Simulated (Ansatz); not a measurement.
Starting cell, CaF$_{2}$ (fluorite):

```
CELL_PARAMETERS angstrom
      0.00000     2.75548     2.75548
      2.75548     0.00000     2.75548
      2.75548     2.75548     0.00000
ATOMIC_POSITIONS crystal
  Ca 0.00000 0.00000 0.00000
  F  0.25000 0.25000 0.25000
  F  0.75000 0.75000 0.75000
```

The atoms are displaced by Q × the pattern below (from a DFPT mode at Γ, largest move 1; Q in Å), at fixed cell. It is one choice among 3 degenerate patterns.

| atom | x | y | z |
|---|---|---|---|
| Ca1 | 0.000 | 0.000 | 0.948 |
| F2 | 0.000 | 0.000 | -1.000 |
| F3 | 0.000 | 0.000 | -1.000 |

All values below come from PBE (plane waves to 420 eV, PAW, scalar-relativistic; Ansatz, a first-principles code). k mesh 10×10×10 (Γ-centred), Fermi-Dirac smearing 0.05 eV. The energy includes the smearing's −TS. CaF2 was relaxed with its symmetry unable to fall. The zero of ΔE is the undisplaced structure.

```tsv
Q (Å)	ΔE (meV/cell)
-0.2800	591
-0.2333	withheld
-0.1867	256
-0.1400	142
-0.0933	62
-0.0467	15
0.0000	0
0.0467	15
0.0933	62
0.1400	142
0.1867	256
0.2333	withheld
0.2800	591
```

Question: Fit an even polynomial form (powers 2, 4) to the given rows and predict ΔE at Q = 0.2333.

Answer: Least squares on the 11 given rows: ΔE = (7162)·Q² + (4818)·Q⁴, in meV/cell with Q in Å; root-mean-square residual 0.5 meV/cell. At 0.2333 the fit gives 404 meV/cell; the calculation gives 406 meV/cell, so the interpolation is off by -2 (-0.5 %). The quadratic term alone would give 390 meV/cell.

(A displaced cell: forces are minus the slopes of the energy, force constants its curvatures, and phonons follow from these.)
